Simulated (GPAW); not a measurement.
# Ballistic transport through a Bi chain with one Pt atom in line, cheap and dear

How well does a Bi chain with one Pt atom in line conduct at low bias, and how far do basis and functional move the answer?

Program: GPAW 26.7.0. Level of theory: GPAW LCAO, PAW setups; Landauer transmission from Green's functions with principal layers (ASE), zero bias. Results are calculated unless marked as measured.

This is a report of a sequence of runs, with most program output left out.

## (1) Starting point

The cell holds 9 atoms: 8 Bi and 1 Pt. Its edges and angles: a = 9.000 Å, b = 9.000 Å, c = 25.553 Å, α = 90.0°, β = 90.0°, γ = 90.0°. Regions: left lead, 4 atoms (4 Bi); channel, 1 atom (1 Pt); right lead, 4 atoms (4 Bi). Vacuum lies along a and b. The structure is stacked along c, and the current runs across the ab planes.

Structure file:

```cif
data_structure
_symmetry_space_group_name_H-M 'P 1'
_symmetry_Int_Tables_number 1
_cell_length_a 9.0000
_cell_length_b 9.0000
_cell_length_c 25.5532
_cell_angle_alpha 90.000
_cell_angle_beta 90.000
_cell_angle_gamma 90.000
_cell_volume 2069.81
loop_
_atom_site_label
_atom_site_type_symbol
_atom_site_fract_x
_atom_site_fract_y
_atom_site_fract_z
_atom_site_occupancy
Bi1 Bi 0.50000 0.50000 0.05674 1
Bi2 Bi 0.50000 0.50000 0.17023 1
Bi3 Bi 0.50000 0.50000 0.28372 1
Bi4 Bi 0.50000 0.50000 0.39721 1
Pt5 Pt 0.50000 0.50000 0.50000 1
Bi6 Bi 0.50000 0.50000 0.60279 1
Bi7 Bi 0.50000 0.50000 0.71628 1
Bi8 Bi 0.50000 0.50000 0.82977 1
Bi9 Bi 0.50000 0.50000 0.94326 1
```

## (2) Double-zeta polarised basis

Localised orbitals split the wire into layers that couple to their neighbours alone, which is what the Green's function method needs; double zeta with polarisation is the usual level for numbers.

File run.py:

```python
import json
import numpy as np
from ase import Atoms
from ase.transport.calculators import TransportCalculator
from gpaw import GPAW, FermiDirac
from gpaw.lcao.tools import get_lcao_hamiltonian
from scipy.linalg import eigh

# The junction with lead layers at both ends, along the third cell vector
device = Atoms(
    ['Bi', 'Bi', 'Bi', 'Bi', 'Pt', 'Bi', 'Bi', 'Bi', 'Bi'],
    positions=[
        [4.50000, 4.50000, 1.45000],
        [4.50000, 4.50000, 4.35000],
        [4.50000, 4.50000, 7.25000],
        [4.50000, 4.50000, 10.15000],
        [4.50000, 4.50000, 12.77660],
        [4.50000, 4.50000, 15.40320],
        [4.50000, 4.50000, 18.30320],
        [4.50000, 4.50000, 21.20320],
        [4.50000, 4.50000, 24.10320]],
    cell=[[9.0, 0.0, 0.0], [0.0, 9.0, 0.0], [0.0, 0.0, 25.5532]],
    pbc=True)

# One principal layer of the lead: the first 2 atoms of the device
lead = Atoms(
    ['Bi', 'Bi'],
    positions=[
        [4.50000, 4.50000, 1.45000],
        [4.50000, 4.50000, 4.35000]],
    cell=[[9.0, 0.0, 0.0], [0.0, 9.0, 0.0], [0.0, 0.0, 5.8]],
    pbc=True)

settings = dict(mode='lcao', basis='dzp', xc='PBE', h=0.2,
                occupations=FermiDirac(0.1), maxiter=250,
                mixer=dict(beta=0.1, nmaxold=8, weight=100.0),
                convergence=dict(density=0.0001))
energies = np.arange(-3, 3 + 1e-9, 0.075)
eta = 0.0001
n1, n2 = 1, 1
# k and -k transmit alike, so half of the mesh across the current serves
mesh = [(i, j) for i in range(n1) for j in range(n2) if (i, j) <= (-i % n1, -j % n2)]
weights = np.array([1 if (i, j) == (-i % n1, -j % n2) else 2 for i, j in mesh]) / (n1 * n2)

# [... helper functions left out ...]
fermi_lead = ground_state(lead, (1, 1, 19), 'lead.txt')
fermi_device = ground_state(device, (1, 1, 3), 'device.txt')
# [... loop over the mesh left out, but for ...]
        # Shift the lead onto the potential of the device's first layer
        shift = ((H[:, 0, 0] - H0[:, 0, 0]) / S0[0, 0]).real.mean()
# [...]
kT = 8.617333e-5 * 300
bias = [0.1, 0.2, 0.5, 1.0, 1.5, 2.0]
# [... integrals and printing left out ...]
```

Run with:

```bash
> OMP_NUM_THREADS=1 OPENBLAS_NUM_THREADS=1 python run.py
```

The job ended after 27 s (1 thread of Arm Neoverse V2, shared host; peak memory 0.89 GiB).

This step gave:

| Quantity | Value |
| --- | --- |
| conductance | 2.474 G₀ |
| largest coupling past the next principal layer | 5.83e-6 eV |
| largest misfit of the first principal layer | 0.02408 eV |
| shift that aligns the lead | -0.002714 eV |
| basis functions of the junction | 211 |
| basis functions of a principal layer | 46 |
| transmission at the Fermi level (one spin) | 2.475 |

One spin. The transmission, zone mean by energy, zero at the Fermi level:

energy (eV), transmission, zone mean and a bar from the least value:
```
    -3.00       0.98 ###
    -2.77       1.00 ####
    -2.55       1.00 ####
    -2.40       1.00 ####
    -2.17       0.99 ####
    -1.95       0.99 ###
    -1.73       0.99 ###
    -1.57       0.99 ###
    -1.35       1.26 ########
    -1.12       1.84 ##################
    -0.90       2.14 #######################
    -0.75       1.85 ##################
    -0.53       1.93 ####################
    -0.30       2.32 ###########################
    -0.07       2.45 #############################
     0.00       2.48 #############################
     0.07       2.49 ##############################
     0.30       2.51 ##############################
     0.53       2.52 ##############################
     0.75       2.52 ##############################
     0.90       2.51 ##############################
     1.12       2.49 ##############################
     1.35       2.42 ############################
     1.57       2.18 ########################
     1.73       1.55 #############
     1.95       0.80 
     2.17       0.80 
     2.40       0.80 
     2.55       0.80 
     2.77       0.79 
     3.00       0.79
```

Not self-consistent under bias; the bias window is split evenly. Table of current through one cell, from the zero-bias transmission by bias:

| bias (V) | current through one cell, from the zero-bias transmission (μA) |
| --- | --- |
| 0.100 | 19.2 |
| 0.200 | 38.3 |
| 0.500 | 95.3 |
| 1.000 | 187 |
| 1.500 | 268 |
| 2.000 | 357 |

Transmission of the three most open eigenchannels against energy, zero at the Fermi level:

| energy (eV) | channel 1 | channel 2 | channel 3 |
| --- | --- | --- | --- |
| -3.0000 | 0.980 | 1.1e-11 | 0 |
| -2.7750 | 0.996 | 1.1e-11 | 0 |
| -2.4750 | 0.999 | 1.1e-11 | 0 |
| -2.2500 | 0.996 | 1.1e-11 | 0 |
| -2.0250 | 0.993 | 1.1e-11 | 0 |
| -1.7250 | 0.989 | 1.1e-11 | 0 |
| -1.5000 | 0.989 | 3.1e-10 | 3.1e-10 |
| -1.2750 | 0.993 | 0.243 | 0.243 |
| -0.9750 | 0.994 | 0.538 | 0.538 |
| -0.7500 | 0.666 | 0.666 | 0.514 |
| -0.5250 | 0.760 | 0.760 | 0.407 |
| -0.2250 | 0.835 | 0.835 | 0.713 |
| 0.0000 | 0.857 | 0.857 | 0.762 |
| 0.2250 | 0.863 | 0.863 | 0.782 |
| 0.5250 | 0.861 | 0.861 | 0.793 |
| 0.7500 | 0.859 | 0.859 | 0.797 |
| 0.9750 | 0.855 | 0.855 | 0.799 |
| 1.2750 | 0.827 | 0.827 | 0.801 |
| 1.5000 | 0.802 | 0.748 | 0.748 |
| 1.7250 | 0.801 | 0.376 | 0.376 |
| 2.0250 | 0.800 | 1.3e-11 | 1.3e-11 |
| 2.2500 | 0.799 | 7.3e-12 | 0 |
| 2.4750 | 0.797 | 7.0e-12 | 0 |
| 2.7750 | 0.795 | 6.5e-12 | 0 |
| 3.0000 | 0.793 | 6.2e-12 | 0 |

Couplings past the next layer reach 5.8e-6 eV, small enough to drop; the matrix elements of the cell's first layer differ from the bulk lead's by up to 0.024 eV. That layer keeps its own values in the calculation, and only beyond it is the lead taken as perfect. The Fermi levels of lead and junction count from different zeros of potential, one for each periodic cell; with both set to zero, the small remaining shift is what aligns them. Without spin-orbit coupling, which is large for these atoms, channel counts and T are those of the scalar-relativistic bands. By hand: G = 2.474 × 77.48 μS = 192 μS, a resistance of 5.22 kΩ; at 0.1 V a linear junction would pass 19.2 μA, and the integral over the bias window gives 19.2 μA.

## (3) GPAW, szp: basis = "szp(dzp)"

The second zeta is dropped, the polarisation orbitals stay.

run.py, as its differences from that of step 2:

```diff
@@ -33,3 +33,3 @@
 
-settings = dict(mode='lcao', basis='dzp', xc='PBE', h=0.2,
+settings = dict(mode='lcao', basis='szp(dzp)', xc='PBE', h=0.2,
                 occupations=FermiDirac(0.1), maxiter=250,
```

It took 22 s on 1 thread; peak memory 0.87 GiB.

This step gave:

* conductance: 2.505 G₀
* largest coupling past the next principal layer: 5.79e-6 eV
* largest misfit of the first principal layer: 0.02569 eV
* shift that aligns the lead: 0.007405 eV
* basis functions of the junction: 127
* basis functions of a principal layer: 28
* transmission at the Fermi level (one spin): 2.507

One spin. Transmission, zone mean against energy, zero at the Fermi level:

energy (eV), transmission, zone mean and a bar from the least value:
```
    -3.00       0.98 ###
    -2.85       0.99 ####
    -2.70       1.00 ####
    -2.55       1.00 ####
    -2.33       1.00 ####
    -2.17       0.99 ####
    -2.02       0.99 ###
    -1.88       0.99 ###
    -1.73       0.98 ###
    -1.57       0.98 ###
    -1.35       1.25 ########
    -1.20       1.68 ###############
    -1.05       2.00 #####################
    -0.90       2.22 ########################
    -0.82       2.27 #########################
    -0.75       2.21 ########################
    -0.60       1.52 #############
    -0.38       2.24 #########################
    -0.23       2.40 ############################
    -0.07       2.48 #############################
     0.00       2.51 #############################
     0.07       2.52 ##############################
     0.23       2.54 ##############################
     0.30       2.54 ##############################
     0.38       2.54 ##############################
     0.60       2.53 ##############################
     0.75       2.51 ##############################
     0.90       2.50 #############################
     1.05       2.48 #############################
     1.20       2.44 ############################
     1.35       2.37 ###########################
     1.57       2.10 ######################
     1.73       1.50 ############
     1.88       0.79 
     2.02       0.79 
     2.17       0.79 
     2.33       0.79 
     2.55       0.79 
     2.70       0.79 
     2.85       0.79 
     3.00       0.79
```

Not self-consistent under bias; the bias window is split evenly. Table of current through one cell, from the zero-bias transmission by bias:

| bias (V) | current through one cell, from the zero-bias transmission (μA) |
| --- | --- |
| 0.100 | 19.4 |
| 0.200 | 38.8 |
| 0.500 | 96.5 |
| 1.000 | 188 |
| 1.500 | 272 |
| 2.000 | 363 |

Table of transmission of the three most open eigenchannels by energy, zero at the Fermi level:

| energy (eV) | channel 1 | channel 2 | channel 3 |
| --- | --- | --- | --- |
| -3.00 | 0.977 | 0 | 0 |
| -2.77 | 0.996 | 0 | 0 |
| -2.55 | 0.999 | 0 | 0 |
| -2.40 | 0.997 | 0 | 0 |
| -2.17 | 0.992 | 0 | 0 |
| -1.95 | 0.987 | 0 | 0 |
| -1.73 | 0.983 | 0 | 0 |
| -1.57 | 0.981 | 9.8e-12 | 9.8e-12 |
| -1.35 | 0.983 | 0.131 | 0.131 |
| -1.12 | 0.991 | 0.431 | 0.431 |
| -0.90 | 0.997 | 0.609 | 0.609 |
| -0.75 | 0.830 | 0.691 | 0.691 |
| -0.53 | 0.783 | 0.783 | 0.277 |
| -0.30 | 0.844 | 0.844 | 0.651 |
| -0.07 | 0.875 | 0.875 | 0.734 |
| 0.00 | 0.880 | 0.880 | 0.746 |
| 0.07 | 0.883 | 0.883 | 0.756 |
| 0.30 | 0.883 | 0.883 | 0.773 |
| 0.53 | 0.875 | 0.875 | 0.781 |
| 0.75 | 0.864 | 0.864 | 0.786 |
| 0.90 | 0.855 | 0.855 | 0.788 |
| 1.12 | 0.836 | 0.836 | 0.790 |
| 1.35 | 0.791 | 0.790 | 0.790 |
| 1.57 | 0.792 | 0.653 | 0.653 |
| 1.73 | 0.792 | 0.352 | 0.352 |
| 1.95 | 0.792 | 8.3e-11 | 8.3e-11 |
| 2.17 | 0.791 | 0 | 0 |
| 2.40 | 0.790 | 0 | 0 |
| 2.55 | 0.789 | 0 | 0 |
| 2.77 | 0.788 | 0 | 0 |
| 3.00 | 0.786 | 0 | 0 |

The conductance, 2.51 G₀, lies 1.3 % above that of the dzp run.

## (4) Minimal basis

One function for each valence shell of the setup, as for a first survey of a large system.

run.py, as its differences from that of step 3:

```diff
@@ -33,3 +33,3 @@
 
-settings = dict(mode='lcao', basis='szp(dzp)', xc='PBE', h=0.2,
+settings = dict(mode='lcao', basis='sz(dzp)', xc='PBE', h=0.2,
                 occupations=FermiDirac(0.1), maxiter=250,
```

Run time: 18 s. Hardware: 1 thread; peak memory 0.83 GiB.

This step gave:

```
conductance                                    : 2.598 G₀
largest coupling past the next principal layer : 5.43e-6 eV
largest misfit of the first principal layer    : 0.01644 eV
shift that aligns the lead                     : 0.006525 eV
basis functions of the junction                : 84
basis functions of a principal layer           : 18
transmission at the Fermi level (one spin)     : 2.600
```

One spin. Table of transmission, zone mean by energy, zero at the Fermi level:

energy (eV), transmission, zone mean and a bar from the least value:
```
    -3.00       0.99 ###
    -2.77       1.00 ###
    -2.55       1.00 ###
    -2.40       0.99 ###
    -2.17       0.98 ###
    -1.95       0.98 ###
    -1.73       0.97 ###
    -1.57       0.97 ###
    -1.35       1.51 ############
    -1.12       2.07 #####################
    -0.90       2.38 ##########################
    -0.82       2.40 ##########################
    -0.75       2.13 ######################
    -0.53       2.17 #######################
    -0.30       2.48 ############################
    -0.07       2.58 #############################
     0.00       2.60 ##############################
     0.07       2.61 ##############################
     0.30       2.63 ##############################
     0.38       2.63 ##############################
     0.53       2.63 ##############################
     0.75       2.61 ##############################
     0.90       2.59 #############################
     1.12       2.52 ############################
     1.35       2.38 ##########################
     1.57       2.03 ####################
     1.73       1.31 ########
     1.95       0.80 
     2.17       0.80 
     2.40       0.80 
     2.55       0.79 
     2.77       0.79 
     3.00       0.79
```

The conductance, 2.60 G₀, lies 5.0 % above that of the dzp run.

## (5) LDA in the dzp basis: xc = "LDA"

Back in the dzp basis, the functional changes from PBE to LDA, to set the spread between functionals beside that between bases.

run.py, as its differences from that of step 4:

```diff
@@ -33,3 +33,3 @@
 
-settings = dict(mode='lcao', basis='sz(dzp)', xc='PBE', h=0.2,
+settings = dict(mode='lcao', basis='dzp', xc='LDA', h=0.2,
                 occupations=FermiDirac(0.1), maxiter=250,
```

It took 21 s on 1 thread; peak memory 0.89 GiB.

Numbers from this step:

- conductance: 2.497 G₀
- largest coupling past the next principal layer: 5.86e-6 eV
- largest misfit of the first principal layer: 0.02494 eV
- shift that aligns the lead: 0.002454 eV
- basis functions of the junction: 211
- basis functions of a principal layer: 46
- transmission at the Fermi level (one spin): 2.499

One spin. The transmission, zone mean by energy, zero at the Fermi level:

energy (eV), transmission, zone mean and a bar from the least value:
```
    -3.00       0.98 ###
    -2.85       0.99 ####
    -2.70       1.00 ####
    -2.55       1.00 ####
    -2.33       1.00 ####
    -2.17       0.99 ####
    -2.02       0.99 ####
    -1.88       0.99 ###
    -1.73       0.99 ###
    -1.57       0.99 ###
    -1.35       1.23 ########
    -1.20       1.65 ###############
    -1.05       1.95 ####################
    -0.90       2.13 #######################
    -0.75       1.87 ###################
    -0.60       1.64 ###############
    -0.38       2.26 #########################
    -0.23       2.40 ############################
    -0.07       2.48 #############################
     0.00       2.50 #############################
     0.07       2.51 ##############################
     0.23       2.53 ##############################
     0.38       2.53 ##############################
     0.60       2.53 ##############################
     0.75       2.52 ##############################
     0.90       2.52 ##############################
     1.05       2.51 ##############################
     1.20       2.48 #############################
     1.35       2.42 ############################
     1.57       2.16 ########################
     1.73       1.47 ############
     1.88       0.80 
     2.02       0.80 
     2.17       0.80 
     2.33       0.80 
     2.55       0.79 
     2.70       0.79 
     2.85       0.79 
     3.00       0.79
```

The conductance, 2.50 G₀, lies 0.9 % above that of the dzp run.

## (6) All levels side by side

Times are for 1 thread of Arm Neoverse V2, shared host. The runs compared:

| no. | run | conductance (G₀) | time | memory (GiB) |
| --- | --- | --- | --- | --- |
| 1 | dzp | 2.474 | 27 s | 0.89 |
| 2 | szp | 2.505 | 22 s | 0.87 |
| 3 | sz | 2.598 | 18 s | 0.83 |
| 4 | dzp LDA | 2.497 | 21 s | 0.89 |

## (7) The levels side by side

The curves are compared point by point over the common energies.

This step: comparison of transmission and cost over codes and levels (GPAW 26.7.0).

Ladder, by row:

| step | code | T at the Fermi level (sum over the listed spins) | conductance (G0) | r.m.s. T(E) from the first | wall time (s) | peak memory (GiB) | threads |
| --- | --- | --- | --- | --- | --- | --- | --- |
| dzp | GPAW | 2.475 | 2.474 | 0 | 26.87 | 0.89 | 1 |
| szp | GPAW | 2.507 | 2.505 | 0.06752 | 21.75 | 0.87 | 1 |
| sz | GPAW | 2.6 | 2.598 | 0.1241 | 18.05 | 0.83 | 1 |
| dzp-LDA | GPAW | 2.499 | 2.497 | 0.01678 | 21.17 | 0.89 | 1 |

[end of part 1 of 2]

[Logs are printed without paths, hosts, clocks, repeated set-up lines and the standing remarks that a program may print on its own settings, such as how far it seeks lower states.]

[Hosts, paths, dates, database ids (printed as entryN), source tags and the programs' standing remarks are cut or masked in the printed files.]
